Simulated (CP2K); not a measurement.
GaN:

```
Ga N
1.0
     3.18693    0.00000    0.00000
     1.59347    2.75996    0.00000
     1.59347    0.91999    2.60212
Ga N
1 1
Cartesian
  0.0000 0.0000 0.0000
  1.5935 0.9200 0.6505
```

The cell is a database's computed one.

Program: CP2K 2026.2. Alike in all runs: task atomic charges; potentials or basis POTENTIAL_UZH Ga GTH-PBE-q13, N GTH-PBE-q5; TZVP-MOLOPT-PBE-GTH basis; no spin polarisation; cell as given; k mesh 10 × 10 × 10; smearing fermi-dirac 0.05 eV.

Order these runs on this cell by their pressure, lowest first.
A. level LDA
B. level BLYP
C. level OLYP
D. level PBEsol

A (-1.2 GPa), D (1.8 GPa), C (5.3 GPa), B (13.8 GPa).

Caveats: the potentials were made for another functional, which shifts forces and pressure; the basis of atomic orbitals isn't converged, which shifts pressures, moduli and gaps.

Runs at the PBE level aren't shown here.
